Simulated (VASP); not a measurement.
# GaS2 in VASP: a series of runs, part 2 of 2

VASP 6.6.1.

### Step 3. Single point, PBE (species swapped into a sheet of the Te2Au type)

The input, INCAR:

```
SYSTEM = GaS2
PREC = Accurate
ENCUT = 520
EDIFF = 1E-6
ISMEAR = 0
SIGMA = 0.1
LREAL = .FALSE.
LASPH = .TRUE.
NELM = 100
ALGO = Fast
ISIF = 2
LWAVE = .FALSE.
LCHARG = .FALSE.
LDIPOL = .TRUE.
IDIPOL = 3
DIPOL = 0.5 0.5 0.277
GGA = PE
NBANDS = 20
```

The input, KPOINTS:

```
Automatic mesh
0
G
  18 18 1
  0 0 0
```

The input, POSCAR:

```
GaS2
1.0
    2.5833671787      0.0000000000      0.0000000000
    0.0000000000      2.5833671787      0.0000000000
    0.0000000000      0.0000000000     34.3011845863
Ga S
1 2
Direct
    0.0000000000      0.0000000000      0.2769583650
    0.0000000000      0.0000000000      0.3496467447
    0.0000000000      0.0000000000      0.2042699853
```

Potentials or basis: VASP PAW PBE potentials, release 64 (Ga_d, S).

The run is started by

```bash
cat potpaw_PBE.64/Ga_d/POTCAR potpaw_PBE.64/S/POTCAR > POTCAR
mpirun -np 1 vasp_std > vasp.out
```

OUTCAR:

```text
SYSTEM = GaS2
   PREC = Accurate
   ENCUT = 520
   EDIFF = 1E-6
   ISMEAR = 0
   LREAL = .FALSE.
   LASPH = .TRUE.
   NELM = 100
   ISIF = 2
   GGA = PE

 ion  position               nearest neighbor table
   1  0.000  0.000  0.277-   3 2.49   2 2.49
   2  0.000  0.000  0.350-   1 2.49
   3  0.000  0.000  0.204-   1 2.49

  LATTYP: Found a simple tetragonal cell.
 ALAT       =     2.5833671787
 C/A-ratio  =    13.2777039474

  Lattice vectors:

 A1 = (   2.5833671787,   0.0000000000,   0.0000000000)
 A2 = (   0.0000000000,   2.5833671787,   0.0000000000)
 A3 = (   0.0000000000,   0.0000000000,  34.3011845863)

Analysis of symmetry for initial positions (statically):
=====================================================================
 Subroutine PRICEL returns:
 Original cell was already a primitive cell.

 Routine SETGRP: Setting up the symmetry group for a
 simple tetragonal supercell.

 Subroutine GETGRP returns: Found 16 space group operations
 (whereof  8 operations were pure point group operations)
 out of a pool of 16 trial point group operations.

The static configuration has the point symmetry C_4v.
 The point group associated with its full space group is D_4h.

Analysis of symmetry for dynamics (positions and initial velocities):
=====================================================================
 Subroutine PRICEL returns:
 Original cell was already a primitive cell.

 Routine SETGRP: Setting up the symmetry group for a
 simple tetragonal supercell.

 Subroutine GETGRP returns: Found 16 space group operations
 (whereof  8 operations were pure point group operations)
 out of a pool of 16 trial point group operations.

The dynamic configuration has the point symmetry C_4v.
 The point group associated with its full space group is D_4h.

 Subroutine INISYM returns: Found 16 space group operations
 (whereof  8 operations are pure point group operations),
 and found     1 'primitive' translations

----------------------------------------------------------------------------------------

                                     Primitive cell

  volume of cell :     228.9188

  direct lattice vectors                    reciprocal lattice vectors
     2.583367179  0.000000000  0.000000000     0.387091703  0.000000000  0.000000000
     0.000000000  2.583367179  0.000000000     0.000000000  0.387091703  0.000000000
     0.000000000  0.000000000 34.301184586     0.000000000  0.000000000  0.029153512

  length of vectors
     2.583367179  2.583367179 34.301184586     0.387091703  0.387091703  0.029153512

  position of ions in fractional coordinates (direct lattice)
     0.000000000  0.000000000  0.276958365
     0.000000000  0.000000000  0.349646745
     0.000000000  0.000000000  0.204269985

  ion indices of the primitive-cell ions
   primitive index   ion index
                 1           1
                 2           2
                 3           3

----------------------------------------------------------------------------------------

 KPOINTS: Automatic mesh

Automatic generation of k-mesh.
 Grid dimensions read from file:
[... 27 lines left out ...]
  0.277778  0.000000  0.000000      4.000000
[... 16 lines left out ...]
  0.277778  0.111111  0.000000      8.000000
  0.333333  0.111111  0.000000      8.000000
 [... further k-points ...]
   k-points           NKPTS =     55   k-points in BZ     NKDIM =     55   number of bands    NBANDS=     20
   number of dos      NEDOS =    301   number of ions     NIONS =      3
   total plane-waves  NPLWV = 102400
   dimension x,y,z NGX =    20 NGY =   20 NGZ =  256
   dimension x,y,z NGXF=    40 NGYF=   40 NGZF=  512
   ions per type =               1   2
   NGX,Y,Z   is equivalent  to a cutoff of  12.87, 12.87, 12.41 a.u.
   NGXF,Y,Z  is equivalent  to a cutoff of  25.74, 25.74, 24.81 a.u.
 SYSTEM =  GaS2
   PREC   = accura    normal or accurate (medium, high low for compatibility)
   ISTART =      0    job   : 0-new  1-cont  2-samecut
   ICHARG =      2    charge: 1-file 2-atom 10-const
   ISPIN  =      1    spin polarized calculation?
   LNONCOLLINEAR =      F non collinear calculations
   LSORBIT =      F    spin-orbit coupling
   LASPH  =      T    aspherical Exc in radial PAW
   ENCUT  =  520.0 eV  38.22 Ry    6.18 a.u.   4.80  4.80 63.78*2*pi/ulx,y,z
   NELM   =    100;   NELMIN=  2; NELMDL= -5     # of ELM steps
   EDIFF  = 0.1E-05   stopping-criterion for ELM
   LREAL  =      F    real-space projection
   EDIFFG = 0.1E-04   stopping-criterion for IOM
   NSW    =      0    number of steps for IOM
   IBRION =     -1    ionic relax: 0-MD 1-quasi-New 2-CG
   NFREE  =      0    steps in history (QN), initial steepest desc. (CG)
   ISIF   =      2    stress and relaxation
   ISYM   =      2    0-nonsym 1-usesym 2-fastsym
   POTIM  = 0.5000    time-step for ionic-motion
   TEBEG  =    0.0;   TEEND  =   0.0 temperature during run
   PSTRESS=    0.0 pullay stress
   NELECT =      25.0000    total number of electrons
   NUPDOWN=      -1.0000    fix difference up-down
   EMIN   =  10.00;   EMAX   =-10.00  energy-range for DOS
   EFERMI =   0.00;   METHOD = LEGACY
   ISMEAR =     0;   SIGMA  =   0.10  broadening in eV -4-tet -1-fermi 0-gaus
   EFERMI_NEDOS =   21; number of points for ismear=-14 and -15
   IALGO  =     68    algorithm
   IMIX   =      4    mixing-type and parameters
     AMIX     =   0.40;   BMIX     =  1.00
     AMIX_MAG =   1.60;   BMIX_MAG =  1.00
  volume/ion in A,a.u.               =      76.31       514.94
  Fermi-wavevector in a.u.,A,eV,Ry     =   0.782518  1.478745  8.331317  0.612335
  Thomas-Fermi vector in A             =   1.886258
   LORBIT       =      0    0 simple, 1 ext, 2 COOP (PROOUT), +10 PAW based schemes
   GGA     = PE    functional components
   LHFCALC =     F    Hartree Fock is set to
   AEXX    =    0.0000 exact exchange contribution
   IVDW    =     0    specifies the selected vdW correction
   LEPSILON=     F    determine dielectric tensor
   LRPA    =     F    only Hartree local field effects (RPA)
 non-spin polarized calculation
 RMM-DIIS sequential band-by-band and
 Gauss-broadening in eV      SIGMA  =   0.10
  energy-cutoff  :      520.00
  volume of cell :      228.92
 maximum number of plane-waves:      6244
 NGX is ok and might be reduce to    20
   NGX =  9   NGY =  9   NGZ =127

 dipolmoment           0.000000      0.000000     -0.000003 electrons x Angstroem

 number of electron      24.9999999 magnetization

 dipolmoment           0.000000      0.000000      0.000001 electrons x Angstroem

 Free energy of the ion-electron system (eV)
  ---------------------------------------------------
  ext. energy  EPLUGINS =         0.00000000
  ---------------------------------------------------
  free energy    TOTEN  =       -10.45118686 eV

  energy without entropy =      -10.44562468  energy(sigma->0) =      -10.44840577

 E-fermi :  -2.5726     XC(G=0):  -2.8133

 val. band max:       -2.5876551995   @ k =   0.5000   0.2222   0.0000
 cond. band min:      -2.5436594154   @ k =   0.1667   0.1667   0.0000
 fundamental gap:      0.0439957840
 Fermi energy:        -2.5725895827

 k-point     1 :       0.0000    0.0000    0.0000
  band No.  band energies     occupation
      1     -18.3343      2.00000
      2     -18.1180      2.00000
      3     -17.9695      2.00000
      4     -17.6529      2.00000
      5     -17.4767      2.00000
      6     -17.4767      2.00000
[... 541 lines left out ...]
     19       5.4436      0.00000
     20       5.4429      0.00000

 [... further k-points ...]

------------------------ aborting loop because EDIFF is reached ----------------------------------------

 vacuum level on the upper side and lower side of the slab       (xc-potential included)        -0.009        -0.009

  FORCE on cell =-STRESS in cart. coord.  units (eV):
  Direction    XX          YY          ZZ          XY          YZ          ZX
  --------------------------------------------------------------------------------------
  -------------------------------------------------------------------------------------
  Total       -0.0032560     -0.0032560     -0.0252639      0.0000000      0.0000000      0.0000000
  in kB       -0.0227882     -0.0227882     -0.1768191      0.0000000      0.0000000      0.0000000
  external PRESSURE =      -0.0741318 kB  Pullay stress =       0.0000000 kB

 VOLUME and BASIS-vectors are now :
 -----------------------------------------------------------------------------
  energy-cutoff  :      520.00
  volume of cell :      228.92
      direct lattice vectors                 reciprocal lattice vectors
     2.583367179  0.000000000  0.000000000     0.387091703  0.000000000  0.000000000
     0.000000000  2.583367179  0.000000000     0.000000000  0.387091703  0.000000000
     0.000000000  0.000000000 34.301184586     0.000000000  0.000000000  0.029153512

 POSITION                                       TOTAL-FORCE (eV/Angst)
 -----------------------------------------------------------------------------------
      0.00000      0.00000      9.50000         0.000000      0.000000     -0.000000
      0.00000      0.00000     11.99330         0.000000     -0.000000     -0.002124
      0.00000      0.00000      7.00670         0.000000      0.000000      0.002124
 -----------------------------------------------------------------------------------
    total drift:                                0.000000      0.000000      0.000071

  FREE ENERGIE OF THE ION-ELECTRON SYSTEM (eV)
  ---------------------------------------------------
  free  energy   TOTEN  =       -10.4511868645 eV

  energy  without entropy=      -10.4456246842  energy(sigma->0) =      -10.44840577

 vacuum level on the upper side and lower side of the slab         2.624         2.624
```

OSZICAR:

```text
N       E                     dE             d eps       ncg     rms          rms(c)
DAV:   1     0.180806427981E+03    0.18081E+03   -0.10223E+04  2264   0.104E+03
DAV:   2     0.109112138079E+02   -0.16990E+03   -0.15457E+03  2908   0.232E+02
DAV:   3    -0.975266813228E+01   -0.20664E+02   -0.20431E+02  2924   0.879E+01
[... 13 lines left out ...]
RMM:  17    -0.104511764554E+02   -0.16017E-04   -0.77057E-07  2187   0.632E-03    0.212E-03
RMM:  18    -0.104511833498E+02   -0.68944E-05   -0.31651E-07  2080   0.456E-03    0.227E-04
RMM:  19    -0.104511850971E+02   -0.17473E-05   -0.17972E-07  1977   0.305E-03    0.210E-04
RMM:  20    -0.104511866394E+02   -0.15423E-05   -0.71886E-08  1866   0.250E-03    0.120E-04
RMM:  21    -0.104511868645E+02   -0.22511E-06   -0.32398E-08  1644   0.175E-03
   1 F= -.10451187E+02 E0= -.10448406E+02  d E =-.556218E-02
```

stdout:

```text
POSCAR found type information on POSCAR GaS
 POSCAR found :  2 types and       3 ions
 scaLAPACK will be used
 LDA part: xc-table for (Slater+PW92), standard interpolation
 POSCAR, INCAR and KPOINTS ok, starting setup
 FFT: planning ... GRIDC
 FFT: planning ... GRID_SOFT
 FFT: planning ... GRID
 WAVECAR not read
 entering main loop
```

Wall time 3.5 min (1 thread of Intel Xeon 6975P-C (Granite Rapids), shared host); peak memory 0.44 GiB.

What came out:

```
Free energy            : -10.4512 eV
Band gap on the k mesh : none (metal or under the smearing width)
```

Forces in eV/Å, atoms in the order of the input:
```
Ga   0.000  0.000  0.000
S    0.000  0.000 -0.002
S    0.000  0.000  0.002
```

### Step 4. Single point, PBE

INCAR is that of step 3.

The input, KPOINTS:

```
regular mesh
0
G
  18 18 1
  0 0 0
```

POSCAR is that of step 3.

The run is started by

```bash
cat potpaw_PBE.64/Ga_d/POTCAR potpaw_PBE.64/S/POTCAR > POTCAR
mpirun -np 1 vasp_std > vasp.out
```

Run time: 2.9 min. Hardware: 1 thread of Intel Xeon 6975P-C (Granite Rapids), shared host; peak memory 0.44 GiB.

Results (log left out):

* Free energy: -10.4512 eV
* Band gap on the k mesh: none (metal or under the smearing width)

Forces on the atoms (eV/Å):
```
Ga   0.000  0.000  0.000
S    0.000  0.000 -0.002
S    0.000  0.000  0.002
```

Levels at points of the mesh, in eV from the Fermi level:
```
           k point  band 10  band 11  band 12  band 13  band 14  band 15
(0.00, 0.00, 0.00)    -2.80     2.51     2.51     2.55     2.55     2.60
(0.50, 0.00, 0.00)    -5.21    -3.08    -2.88     0.20     3.97     4.01
(0.50, 0.50, 0.00)    -4.49    -4.49    -1.53    -0.90     0.84     0.84
```
